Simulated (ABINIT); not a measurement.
Crystal: NiO.

```xyz
2
Lattice="0.0000 2.0859 2.0859 2.0859 0.0000 2.0859 2.0859 2.0859 0.0000" Properties=species:S:1:pos:R:3 pbc="T T T"
Ni    0.0000    0.0000    0.0000
O     2.0859    2.0859    2.0859
```

Base run:

```yaml
Program: ABINIT 10.8.3 (patched build)
Functional: WC
Potentials_or_basis: JTH PAW PBE v2.0
Cutoff: 1333 eV
k_mesh: 9 × 9 × 9
Occupations: fermi-dirac, width 0.05 eV
Spin: collinear spin, ferromagnetic start
Starting_moments: "[1.0, 0.0] μB"
```

Its results: band gap on the k mesh none (metal or under the smearing width); pressure -11.4 GPa; net moment 0.00 μB per cell.

After a change of settings the same cell gave: band gap on the k mesh none (metal or under the smearing width); pressure -2.7 GPa; net moment 0.00 μB per cell. Which change was it?
A. functional from WC to AM05
B. functional from WC to revPBE
C. functional from WC to PW91

C.

PW91 binds less tightly than WC, so the same cell stands under more pressure.

Caveats: small starting moments can end in a higher magnetic state in this program; the PAW data sets were made with another functional, which shifts forces and pressure a little; semilocal functionals often make such compounds metallic where correlation or magnetic order opens a gap, which also shifts bond lengths.

Not every run made on this cell is shown here.
